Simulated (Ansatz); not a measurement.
# TiSi2P4 monolayer in a perpendicular field, part 2 of 2

Aim: how the TiSi2P4 monolayer screens a field along its normal, and what the field does to its bands. A positive field points along +c.

Ansatz 0.2.0; plane-wave DFT, PBE-D3(BJ), Ansatz PAW.

So far. Step 2 (Relaxing the slab): The lattice constant a goes from 3.480 to 3.504 Å.

### Step 3. Single point, field 0

A sawtooth potential applies the field, turning back in the middle of the vacuum. With the dipole correction the typed value is the field outside the slab. The induced dipole is small, so the SCF threshold is tight.

The cell differs from the one that the last finished run ended in (c 47.951 → 27.337 Å).

The input, input.yaml:

```yaml
crystal:
  lattice:
    - [3.5042429268, 0.0, 0.0]
    - [-1.7521214634, 3.0347633956, 0.0]
    - [0.0, 0.0, 27.3372591249]
  atoms:
    - { symbol: P, position: [0.0, 0.0, 0.3292210078] }
    - { symbol: Si, position: [0.3333333333, 0.6666666667, 0.3661918849] }
    - { symbol: P, position: [0.3333333333, 0.6666666667, 0.4479523886] }
    - { symbol: Ti, position: [0.0, 0.0, 0.5] }
    - { symbol: P, position: [0.3333333333, 0.6666666667, 0.5520476114] }
    - { symbol: Si, position: [0.3333333333, 0.6666666667, 0.6338081151] }
    - { symbol: P, position: [0.0, 0.0, 0.6707789922] }
kpoints:
  mp_grid: { grid: [18, 18, 1] }
  band_path:
    path: [[0, 0, 0], [0.5, 0, 0], [0.33333333, 0.33333333, 0], [0, 0, 0]]
    npoints: 16
hamiltonian:
  xc: pbe
  dispersion: d3bj
scf:
  occupations: { method: fermi_dirac, width: 0.02585 }
  convergence: { dr2_threshold: 1.0e-10 }
efield:
  axis: 3
  dipole_correction: true
  ramp_position: 0.97
  ramp_width: 0.06
  amplitude: 0
output:
  dos: { projected: true, e_range: [-6, 5] }
  write_potential: true
  write_density: true
  volumetric_format: npy
  elf: true
```

Run with:

```sh
$ ansatz run input.yaml --threads 2 --pin off --max-ram 3072MiB --backend cpu --events-out ev --progress --plain --runs-dir out
```

Numbers of over 12 decimals in the logs are rounded to 6 here.

The log of the run:

```text
[...]
Crystal: 7 atoms, lattice volume = 290.719 Å³
Basis set: ecut = 420 eV, 5641 PW (Γ)
Bands: 27, of which v1, the nominal top of the filled ones, is band 20 counted from 1 (19 counted from 0)
Symmetry: 6 space group operations
k-points: 37 of 324 (time reversal used)
[...]
SCF iter   1: F=—  HF=-6798.836060 eV  |F-HF|=—  |Δ(HF+E_count)|=         —  Δρ=4.62e-3  dr2=3.84e-2  ethr=1.77e-3  p=0.000 e·Å  D=2.93e-14 V/Å  ΔV_dip=-0.00 eV  dr2_dipole=3.69e-7  V_vac-E_F(+/−)=5.23/5.23 eV  ⟨swp⟩=9.9  Hψ=6712  notcnv=0  defer=10
efield: sawtooth ramp at fractional position 0.9700 (set: `efield.ramp_position`, or a place that a band, a saddle search or an elastic batch's reference lends), width 0.0600; the density the first Hamiltonian is built on has a dipole p = 0.000 e·Å; the dipole correction subtracts the counter field D = 2.93e-14 V/Å, which shifts the + side's vacuum level by -0.00 eV against the − side's; the planar-averaged density in the ramp window peaks in size at 5.2e-6 e/Å³
[...]
SCF iter   2: F=—  HF=-6798.842233 eV  |F-HF|=—  |Δ(HF+E_count)|=   6.17e-3  Δρ=1.50e-3  dr2=3.84e-2  ethr=9.61e-5  p=0.000 e·Å  D=1.16e-4 V/Å  ΔV_dip=-0.00 eV  dr2_dipole=3.12e-6  V_vac-E_F(+/−)=5.77/5.77 eV  ⟨swp⟩=4.3  Hψ=2602  notcnv=0  defer=59
[...]
SCF iter  12: F=-6798.835751 eV  HF=-6798.835751 eV  |F-HF|=1.49e-10  |Δ(HF+E_count)|=  6.69e-10  Δρ=9.29e-8  dr2=3.71e-11  ethr=1.00e-12  p=-0.000 e·Å  D=-4.56e-9 V/Å  ΔV_dip=0.00 eV  dr2_dipole=2.05e-12  V_vac-E_F(+/−)=5.55/5.55 eV  ⟨swp⟩=10.1  Hψ=3484  notcnv=0
SCF 1 converged in 12 iterations: F = -6798.835751 eV  dr2 = 3.71e-11
[...]
NSCF: frozen V_eff on 49 k-points
efield: sawtooth ramp at fractional position 0.9700 (kept from the solve that this one continues, or follows in the run), width 0.0600; the density the first Hamiltonian is built on has a dipole p = -0.000 e·Å; the dipole correction subtracts the counter field D = -4.56e-9 V/Å, which shifts the + side's vacuum level by +0.00 eV against the − side's; the planar-averaged density in the ramp window peaks in size at 1.8e-6 e/Å³
WARN: The output density's exchange-correlation potential varies sharply where the density is thin. Do not read a vacuum level from v_tot or v_xc, or from such a field of the output density. On a cell that repeats whose density bears no net charge and no dipole along the vacuum's axis use v_es (v_loc + v_h of the components); under efield.dipole_correction with no amplitude use v_es + v_field, which holds any externa [...]
SCF converged after 12 iterations
Free energy (F): -6798.835751 eV
[...]
Internal energy: -6798.833684 eV  (E = F + TS)
E sigma→0 (E₀):  -6798.834717 eV
Entropy (-TS):   -0.002067 eV (-0.295 meV/atom)
Fermi energy:    0.300795 eV
Dipole field:    D = -0.000002 V/Å  (p = -0.000003 e·Å, saw-weighted, corrected)
Work function:   Φ+ = 5.5452 eV   Φ− = 5.5452 eV
Levels:          The Fermi level and band energies are counted from a zero that moves with the ramp; work functions are not
[...]
--- Band table (eV; the first three rows and the last of 37) ---
  k-point 0: bands = [... 16 lower, -0.5191, -0.4934, 0.3163, 0.3163, 1.1024, 3.1126, 3.1126, 3.3040, ... 3 higher]
  k-point 1: bands = [... 16 lower, -0.5799, -0.4887, 0.2510, 0.2646, 1.1201, 3.0251, 3.1922, 3.1956, ... 3 higher]
  k-point 2: bands = [... 16 lower, -0.6729, -0.5352, 0.0518, 0.1241, 1.1069, 2.8270, 2.9261, 3.3792, ... 3 higher]
  k-point 36: bands = [... 16 lower, -2.2036, -2.2022, -0.9544, -0.3003, 1.3591, 2.1208, 2.3034, 2.4195, ... 3 higher]
```

Wall time 33 s (2 threads of Arm Neoverse V1, shared host); peak memory 0.66 GiB.

Numbers from this step:

```yaml
energy_at_zero_smearing: -6798.8347 eV
work_function_upper_face: 5.545 eV
dipole_along_the_normal: -2.57e-6 e·Å
```

Running mean over a fixed 2.7 Å (it still follows the layers) of the planar mean; the ramp of the sawtooth is left out. Table of electron's electrostatic potential energy less the Fermi level by z:

| z (Å) | electron's electrostatic potential energy less the Fermi level (eV) |
| --- | --- |
| 4 | 5.55 |
| 5 | 5.54 |
| 6 | 5.50 |
| 7 | 4.68 |
| 8 | -0.476 |
| 9 | -6.26 |
| 10 | -6.84 |
| 11 | -4.62 |
| 12 | -4.01 |
| 13 | -7.04 |
| 14 | -7.20 |
| 15 | -5.02 |
| 16 | -4.26 |
| 17 | -5.74 |
| 18 | -7.31 |
| 19 | -2.57 |
| 20 | 3.45 |
| 21 | 5.42 |
| 22 | 5.54 |
| 23 | 5.54 |
| 24 | 5.55 |

The density of states has structure finer than the step of the table below, so its rows give means over 0.2 eV, whole bins alone (the curve runs from -6 to 1.99 eV). Peaks (eV: height): -4.65: 13.0, -3.68: 8.69, -2.36: 8.61, -1.29: 8.96, -0.90: 16.7, -0.79: 9.14, 1.83: 7.99.

Table of density of states by energy, zero at the Fermi level; means over each step:

| energy (eV) | density of states (states/eV a cell) |
| --- | --- |
| -5.8 | 0.367 |
| -5.6 | 0.355 |
| -5.4 | 0.347 |
| -5.2 | 0.749 |
| -5.0 | 1.13 |
| -4.8 | 3.59 |
| -4.6 | 5.26 |
| -4.4 | 1.77 |
| -4.2 | 3.46 |
| -4.0 | 2.03 |
| -3.8 | 4.12 |
| -3.6 | 4.65 |
| -3.4 | 2.61 |
| -3.2 | 4.71 |
| -3.0 | 3.26 |
| -2.8 | 3.57 |
| -2.6 | 5.13 |
| -2.4 | 5.23 |
| -2.2 | 3.86 |
| -2.0 | 5.10 |
| -1.8 | 5.94 |
| -1.6 | 3.96 |
| -1.4 | 3.62 |
| -1.2 | 5.08 |
| -1.0 | 9.27 |
| -0.8 | 7.45 |
| -0.6 | 3.16 |
| -0.4 | 1.73 |
| -0.2 | 0.923 |
| 0.0 | 0.698 |
| 0.2 | 1.53 |
| 0.4 | 2.97 |
| 0.6 | 2.61 |
| 0.8 | 2.06 |
| 1.0 | 0.451 |
| 1.2 | 0 |
| 1.4 | 0 |
| 1.6 | 0.661 |
| 1.8 | 3.24 |

Projected DOS per atom over height of the atomic layer and energy from the Fermi level. Layers: P Si P Ti P Si P from below.

Ten even steps from '_' (0.00 states/eV) to '@' (2.04 states/eV), each cell a mean:
```
..::__==__::..
______________
______________
______##______
______@@______
______::______
____::::::____
--__******__--
++__**%%**__++
--..::--::..--
**..--::--..**
==..==::==..==
--::==::==::--
--::......::--
--::::::::::--
--::==::==::--
....::..::....
....::..::....
------..------
..__________..
______________
______________
```
Columns: height of the atomic layer (Å) from 9 to 18.3 (not evenly spaced); rows upwards: energy from the Fermi level (eV) from -5.96 to 1.96.

Electronic bands along the path, in eV, zero at the Fermi level:

| point | band 17 | band 18 | band 19 | band 20 | band 21 | band 22 | band 23 | band 24 |
| --- | --- | --- | --- | --- | --- | --- | --- | --- |
| Γ | -0.82 | -0.79 | 0.02 | 0.02 | 0.80 | 2.81 | 2.81 | 3.00 |
| halfway | -1.46 | -0.87 | -0.76 | -0.69 | 0.46 | 2.03 | 2.12 | 2.74 |
| M | -1.63 | -1.32 | -1.21 | -0.29 | -0.01 | 1.53 | 1.58 | 2.29 |
| halfway | -1.91 | -1.82 | -1.24 | -0.81 | 0.60 | 1.94 | 2.25 | 2.43 |
| K | -2.50 | -2.50 | -1.26 | -0.60 | 1.06 | 1.82 | 2.00 | 2.12 |
| halfway | -1.68 | -0.98 | -0.97 | -0.82 | 0.47 | 2.31 | 2.51 | 2.67 |
| Γ | -0.82 | -0.79 | 0.02 | 0.02 | 0.80 | 2.81 | 2.81 | 3.00 |

Electrostatic potential energy in the ca plane at fractional y = 0.667, with atoms of Si and P within 0.2 Å of it. With pseudopotentials it is smooth inside the atoms' cores, unlike the true potential.

Values in eV, 5 rows by 16 columns, each cell a mean:
```
  6   6   6   6   6   6   4  -3   0   3   4   0  -6   2   4   3
  6   6   6   6   6   6   5  -1  -3   1   1  -1  -3  -1   1   0
  6   6   6   6   6   6   5  -1 -38 -16 -30 -27  -1 -36 -21 -25
  6   6   6   6   6   6   5  -3 -50 -24 -41 -38  -2 -48 -30 -34
  6   6   6   6   6   6   5   0 -12  -4  -7  -7  -1 -10  -4  -7
```
Columns run along c (16.0 Å, from fractional 0.06 to 0.64 of the cell; values clipped at the 3rd and 97th percentile), rows up along a (3.5 Å). Atoms in or near the plane, at fractional coordinates: Si at (0.37, 0.33), P at (0.45, 0.33), P at (0.55, 0.33), Si at (0.63, 0.33).

Valence density in the ca plane at fractional y = 0.667, with atoms of Si and P within 0.2 Å of it. It is the smooth field of the valence electrons, not physical close to the nuclei.

Ten even steps from '0' (0.00 e/Å³) to '9' (0.81 e/Å³), each cell a mean:
```
00000000013443211001222222221100112344210000
00000000013443210001112222211100012344310000
00000000012344321112333222332211123443210000
00000000011345432235675323576532234543100000
00000000001244335577687434786775533442100000
00000000001232126895147435731698621232100000
00000000001243136796367434853787531332100000
00000000001345444457886324788754444542100000
00000000012344321123444222444321224443210000
```
Columns run along c (16.0 Å, from fractional 0.18 to 0.77 of the cell), rows up along a (3.5 Å). Atoms in or near the plane, at fractional coordinates: Si at (0.37, 0.33), P at (0.45, 0.33), P at (0.55, 0.33), Si at (0.63, 0.33).

ELF in the ca plane at fractional y = 0.667, with atoms of Si and P within 0.2 Å of it. It is the smooth field of the valence electrons, not physical close to the nuclei.

Ten even steps from '0' (0.00) to '9' (0.92), each cell a mean:
```
00000025677777531113442000244310136777776420
00000135787766521001221000122100135667787521
00000013567777642235764101477532247777765310
00000001234688755678998414898766567886432100
00000000012465348985468536864689744564210000
00000000001332448992015535500399844233100000
00000000001343348993037536620499833343100000
00000000123577657787798525887787656775311000
00000012456788754457886213788753457887653200
```
Columns run along c (16.0 Å, from fractional 0.18 to 0.77 of the cell), rows up along a (3.5 Å). Atoms in or near the plane, at fractional coordinates: Si at (0.37, 0.33), P at (0.45, 0.33), P at (0.55, 0.33), Si at (0.63, 0.33).

The work function of the upper face is 5.55 eV.

### Step 4. Atoms held, field 0.1 V/Å

Changes to input.yaml since step 3:

```diff
@@ -29,5 +29,4 @@
   ramp_width: 0.06
-  amplitude: 0
+  amplitude: 0.1
 output:
-  dos: { projected: true, e_range: [-6, 5] }
   write_potential: true
@@ -35,2 +34 @@
   volumetric_format: npy
-  elf: true
```

The log of the run:

```text
[...]
Crystal: 7 atoms, lattice volume = 290.719 Å³
Basis set: ecut = 420 eV, 5641 PW (Γ)
Bands: 27, of which v1, the nominal top of the filled ones, is band 20 counted from 1 (19 counted from 0)
Symmetry: 6 space group operations
k-points: 37 of 324 (time reversal used)
[...]
k-point 0: bands = [... 16 lower, -0.5168, -0.4937, 0.3160, 0.3160, 1.1021, 3.1116, 3.1116, 3.3042, ... 3 higher]
  k-point 1: bands = [... 16 lower, -0.5783, -0.4890, 0.2507, 0.2643, 1.1198, 3.0238, 3.1926, 3.1945, ... 3 higher]
  k-point 2: bands = [... 16 lower, -0.6727, -0.5354, 0.0515, 0.1238, 1.1066, 2.8245, 2.9276, 3.3756, ... 3 higher]
  k-point 36: bands = [... 16 lower, -2.2041, -2.2025, -0.9552, -0.3000, 1.3587, 2.1204, 2.3027, 2.4191, ... 3 higher]
[key lines of the parts left out:]
SCF converged after 14 iterations
Free energy (F): -6798.839071 eV
Fermi energy:    0.300480 eV
Dipole field:    D = 0.041331 V/Å  (p = 0.066404 e·Å, saw-weighted, corrected)
```

The job ended after 36 s (2 threads; peak memory 0.65 GiB).

The dipole is 0.0664 e·Å.

### Step 5. Atoms held, field -0.1 V/Å

Changes to input.yaml since step 4:

```diff
@@ -29,3 +29,3 @@
   ramp_width: 0.06
-  amplitude: 0.1
+  amplitude: -0.1
 output:
```

The log of the run:

```text
[...]
Crystal: 7 atoms, lattice volume = 290.719 Å³
Basis set: ecut = 420 eV, 5641 PW (Γ)
Bands: 27, of which v1, the nominal top of the filled ones, is band 20 counted from 1 (19 counted from 0)
Symmetry: 6 space group operations
k-points: 37 of 324 (time reversal used)
[...]
k-point 0: bands = [... 16 lower, -0.5168, -0.4937, 0.3160, 0.3160, 1.1021, 3.1116, 3.1116, 3.3042, ... 3 higher]
  k-point 1: bands = [... 16 lower, -0.5783, -0.4890, 0.2507, 0.2643, 1.1198, 3.0238, 3.1926, 3.1945, ... 3 higher]
  k-point 2: bands = [... 16 lower, -0.6727, -0.5354, 0.0515, 0.1238, 1.1066, 2.8245, 2.9276, 3.3756, ... 3 higher]
  k-point 36: bands = [... 16 lower, -2.2041, -2.2025, -0.9552, -0.3000, 1.3587, 2.1204, 2.3027, 2.4191, ... 3 higher]
[key lines of the parts left out:]
SCF converged after 13 iterations
Free energy (F): -6798.839071 eV
Fermi energy:    0.300481 eV
Dipole field:    D = -0.041331 V/Å  (p = -0.066403 e·Å, saw-weighted, corrected)
```

It took 34 s on 2 threads; peak memory 0.65 GiB.

The dipole is -0.0664 e·Å.

### Step 6. Response, atoms held

This step: plane-wave DFT, PBE-D3(BJ), Ansatz PAW; response to a field along the normal, atoms held (Ansatz 0.2.0).

The dipoles give the slope, and the difference of two potentials shows where the field is screened.

This step gave:

* equivalent conductor thickness p/(ε₀AE): 11.30 Å
* distance between the outer atoms: 9.337 Å

The dipole of the cell by applied field:

| applied field (V/Å) | dipole of the cell (e·Å) |
| --- | --- |
| -0.1000 | -0.0664 |
| 0.0000 | -2.6e-6 |
| 0.1000 | 0.0664 |

Local field over the applied field, running mean. From the potentials at -0.1 and 0.1 V/Å; running mean over 2.5 Å. Table of local field over applied field by z:

| z (Å) | local field over applied field |
| --- | --- |
| 4.5 | 0.998 |
| 5.0 | 0.995 |
| 5.5 | 0.986 |
| 6.0 | 0.960 |
| 6.5 | 0.899 |
| 7.0 | 0.781 |
| 7.5 | 0.615 |
| 8.0 | 0.437 |
| 8.5 | 0.262 |
| 9.0 | 0.130 |
| 9.5 | 0.0746 |
| 10.0 | 0.0670 |
| 10.5 | 0.0693 |
| 11.0 | 0.0786 |
| 11.5 | 0.0691 |
| 12.0 | 0.0427 |
| 12.5 | 0.0335 |
| 13.0 | 0.0287 |
| 13.5 | 0.0151 |
| 14.0 | 0.0190 |
| 14.5 | 0.0317 |
| 15.0 | 0.0346 |
| 15.5 | 0.0504 |
| 16.0 | 0.0756 |
| 16.5 | 0.0759 |
| 17.0 | 0.0677 |
| 17.5 | 0.0674 |
| 18.0 | 0.0849 |
| 18.5 | 0.164 |
| 19.0 | 0.317 |
| 19.5 | 0.495 |
| 20.0 | 0.672 |
| 20.5 | 0.826 |
| 21.0 | 0.924 |
| 21.5 | 0.971 |
| 22.0 | 0.990 |
| 22.5 | 0.997 |
| 23.0 | 0.999 |

The induced electron density oscillates, so the rows of the table below give means over windows of 1 Å about each position, cut where the curve ends. Its maxima inside the range that stand out by 2 % of the span (Å: e/Å³ per V/Å): 8.0: 0.00365, 9.3: 9.1e-4, 11.0: 6.6e-4, 12.2: 9.5e-4, 14.2: 0.00113, 15.7: -9.3e-5, 17.2: 0.00154, 18.5: -5.2e-4. Its minima: 8.8: 5.2e-4, 10.1: -0.00154, 11.7: 9.3e-5, 13.1: -0.00113, 15.1: -9.5e-4, 16.4: -6.6e-4, 18.1: -9.1e-4, 19.4: -0.00365.

Electrons, planar mean, per unit field. Induced electron density against z; means over each step:

z (Å), induced electron density (e/Å³ per V/Å) and a bar from the least value:
```
        5    0.00003 #############
        6    0.00022 ##############
        7    0.00141 #####################
        8    0.00308 ##############################
        9    0.00082 ##################
       10   -0.00078 #########
       11    0.00035 ###############
       12    0.00053 ################
       13   -0.00055 ##########
       14    0.00058 ################
       15   -0.00051 ##########
       16   -0.00039 ###########
       17    0.00078 #################
       18   -0.00048 ##########
       19   -0.00236 
       20   -0.00223 #
       21   -0.00043 ###########
       22   -0.00005 #############
       23   -0.00001 #############
```

By hand: between -0.1 and 0.1 V/Å the dipole changes by 0.1328 e·Å, a slope of 0.6640 e·Å²/V. A perfect conductor of thickness t has p = ε₀AEt, so t = 180.95 × 0.6640 / 10.635 = 11.30 Å (e/ε₀ = 180.95 V·Å, A in Å²).

The induced dipole is that of a conductor 11.30 Å thick.

### Step 7. Outcome

* gap without field: none
* work function, upper face: 5.55 eV
* equivalent conductor thickness, atoms held: 11.3 Å

The induced dipole equals that of a perfect conductor 11.30 Å thick, while the outer atoms lie 9.34 Å apart. There is no gap over 0.03 eV, with or without the field. The main runs have no spin polarisation; a magnetic state could lie lower and would change these results. The outer anions sit over the metal atoms, one of several polytypes of such layers and not the lowest for every compound.

[Logs are printed without paths, hosts, clocks, repeated set-up lines and the standing remarks that a program may print on its own settings, such as how far it seeks lower states.]

[Hosts, paths, dates, database ids (printed as entryN), source tags and the programs' standing remarks are cut or masked in the printed files.]

[Maps of the electrostatic potential energy from Ansatz leave out the sawtooth potential of an applied field or a dipole correction, so their vacuum need not be flat; planar profiles and work functions include it.]

[The density of states shown here was stored with 400 of the rows of the run's finer table, so its peaks can read low, often by over a quarter, or be missed, and its means over a window can be off by a tenth or more.]
